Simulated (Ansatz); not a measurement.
Runs of Ansatz 0.2.0 on WS2. The cell holds a slab with vacuum, 3 atoms: a = 3.184 Å, b = 3.184 Å, c = 16.951 Å, α = 90.00°, β = 90.00°, γ = 120.00°. 

```csv
level,cutoff (eV),gap on the mesh (eV),relaxed volume (Å³/atom),largest force (eV/Å)
LDA,420,(d),(c),-
BLYP,420,1.63,52.03,-
PBEsol,420,2.24,48.43,-
revPBE,420,1.94,(a),0.01
r2SCAN,500,(b),49.52,-
RPBE,420,1.93,50.43,0.01
```

Alike in all rows: task relaxation of cell and atoms; potentials or basis Ansatz PAW; no spin polarisation; cell relaxed; k mesh 10 × 10 × 2; smearing fermi-dirac 0.05 eV.

**Question.** Fill in the values left out.

**Answer.** (a) 50.30; (b) 2.10; (c) 47.81; (d) 2.27.

Caveats: the plane-wave basis is chosen anew once the cell has moved, so the energies of steps on either side of that aren't comparable; spin-orbit coupling is left out, which moves the levels of the heavy elements; the PAW data sets come from PBE, with cores solved anew for the run's functional, which leaves a small shift of forces and pressure.

A k mesh can miss the band edges, and the runs leave out spin-orbit coupling on W.

Runs at the PBE level aren't shown here.
